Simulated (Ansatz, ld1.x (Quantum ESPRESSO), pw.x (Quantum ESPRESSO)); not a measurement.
Equation-of-state test of one TM potential (Mn (Z = 25))

| Quantity | Value |
| --- | --- |
| Element | Mn (Z = 25) |
| Generator | ld1.x (Quantum ESPRESSO) 7.5 |
| Type | norm-conserving Troullier–Martins (Kleinman–Bylander form) |
| Functional | PBEsol |
| Relativity | scalar-relativistic |
| Frozen core | [Ar] |
| Valence charge | 7 |
| Reference configuration | 3d5 4s2 4p0 |
| Partial waves | 4p (bound, empty): rc 3.20 bohr; 3d (bound): rc 1.35 bohr; 4s (bound): rc 2.35 bohr |
| Local potential | the s channel |
| Core correction | none |

Atomic tests: cutoffs needed: 120 Ry and 140 Ry (the cutoffs (Ry, on a coarse ladder) from which the occupation-weighted sum of valence levels, in a spherical-Bessel basis at the reference potential, stays within 10 and 1 mRy of its value at 400 Ry); ghost test: no extra level below or beside the all-electron valence levels (p, d, s, f tested) (spherical-Bessel basis up to 400 Ry, 20 bohr box); largest excitation error: -1300 meV (all-electron minus pseudo) for 3d3 4s0 4p0, out of 7 test configurations.

Crystal test: fcc Mn in pw.x 7.5, no spin, 16³ k-points, Fermi–Dirac smearing 0.01 Ry, cutoffs 170/680 Ry. The lattice is a test structure that the element need not adopt, and mesh and smearing are coarse. Spin polarisation and strong correlation are left out, which matters for this element.

pw.x input:

```
&control
  calculation='scf', prefix='x', pseudo_dir='./', outdir='./tmp', tstress=.true., disk_io='none'
/
&system
  ibrav=0, nat=1, ntyp=1, ecutwfc=170, ecutrho=680, nbnd=11,
  occupations='smearing', smearing='fd', degauss=0.01
/
&electrons
  conv_thr=1e-09, mixing_beta=0.4, electron_maxstep=70
/
ATOMIC_SPECIES
Mn 1.0 Mn.UPF
CELL_PARAMETERS angstrom
  0.00000000 1.73097765 1.73097765
  1.73097765 0.00000000 1.73097765
  1.73097765 1.73097765 0.00000000
ATOMIC_POSITIONS crystal
Mn 0.0000 0.0000 0.0000
K_POINTS automatic
16 16 16 0 0 0
```

```bash
pw.x < Mn.scf.in > Mn.scf.out
```

**Question.** How does the run end?

**Answer.** It converges; the pressure is 27.03 GPa against 0.34 GPa from all-electron LAPW. The largest radius (3.20 bohr) exceeds half the bond length (2.31 bohr), so the spheres overlap, which is one possible source of error among others. This is a poor potential for the solid. The log shows:

```
     charge density cutoff     =     680.0000  Ry
     scf convergence threshold =      1.0E-09
     Exchange-correlation= PBESOL
     number of k points=   145  Fermi-Dirac smearing, width (Ry)=  0.0100
     iteration #  1     ecut=   170.00 Ry     beta= 0.40
     total energy              =     -29.57222987 Ry
     estimated scf accuracy    <       0.03574827 Ry
     iteration #  2     ecut=   170.00 Ry     beta= 0.40
     total energy              =     -29.57914852 Ry
     estimated scf accuracy    <       0.00115063 Ry
     iteration #  3     ecut=   170.00 Ry     beta= 0.40
     total energy              =     -29.57950617 Ry
     estimated scf accuracy    <       0.00052485 Ry
     iteration #  4     ecut=   170.00 Ry     beta= 0.40
     total energy              =     -29.57970279 Ry
     estimated scf accuracy    <       0.00002712 Ry
     iteration #  5     ecut=   170.00 Ry     beta= 0.40
     total energy              =     -29.57972889 Ry
     estimated scf accuracy    <       0.00000220 Ry
     iteration #  6     ecut=   170.00 Ry     beta= 0.40
     total energy              =     -29.57972920 Ry
     estimated scf accuracy    <       0.00000004 Ry
     iteration #  7     ecut=   170.00 Ry     beta= 0.40
     total energy              =     -29.57972923 Ry
     estimated scf accuracy    <          8.2E-09 Ry
     iteration #  8     ecut=   170.00 Ry     beta= 0.40
     the Fermi energy is    15.2375 ev
!    total energy              =     -29.57972923 Ry
     estimated scf accuracy    <          1.9E-10 Ry
     smearing contrib. (-TS)   =      -0.00573713 Ry
     The total energy is F=E-TS. E is the sum of the following terms:
     one-electron contribution =       7.71674259 Ry
     hartree contribution      =       3.83918860 Ry
     xc contribution           =      -6.78978558 Ry
     ewald contribution        =     -34.34013770 Ry
     convergence has been achieved in   8 iterations
          total   stress  (Ry/bohr**3)                   (kbar)     P=      270.29
     Message from routine punch:
     Nothing written, as per user request (disk_io='none')
```
